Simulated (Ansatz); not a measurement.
**MgS (Niningerite) in Ansatz: the effect of functional**

The system is MgS (Niningerite).

```
S Mg
1.0
     0.00000    2.54854    2.54854
     2.54854    0.00000    2.54854
     2.54854    2.54854    0.00000
S Mg
1 1
Direct
  0.50000 0.50000 0.50000
  0.00000 0.00000 0.00000
```

The cell isn't the ideal one: volume scaled by 0.94.

Alike in all runs:

| Property | Result |
| --- | --- |
| Program | Ansatz 0.2.0 |
| Task | single point |
| Potentials or basis | Ansatz PAW |
| k mesh | 9 × 9 × 9 |
| Occupations | fermi-dirac, width 0.05 eV |
| Spin | no spin polarisation |

```csv
functional,cutoff,gap on the mesh (eV),pressure (GPa)
LDA,420 eV (not typed: the program's choice for these potentials),2.82,1.6
r2SCAN,500 eV (not typed: the program's choice for these potentials),?,?
PBE,420 eV (not typed: the program's choice for these potentials),3.05,6.7
```

**Question.** What does the run with functional r2SCAN give?

**Answer.** gap on the mesh 3.72 eV; pressure 5.6 GPa.

Caveats: odd divisions of the mesh miss points on the zone boundary, where band edges often lie, so the gap on the mesh can be too wide; the PAW data sets come from PBE, with cores solved anew for the run's functional, which leaves a small shift of forces and pressure (some runs).

A k mesh can miss the band edges.
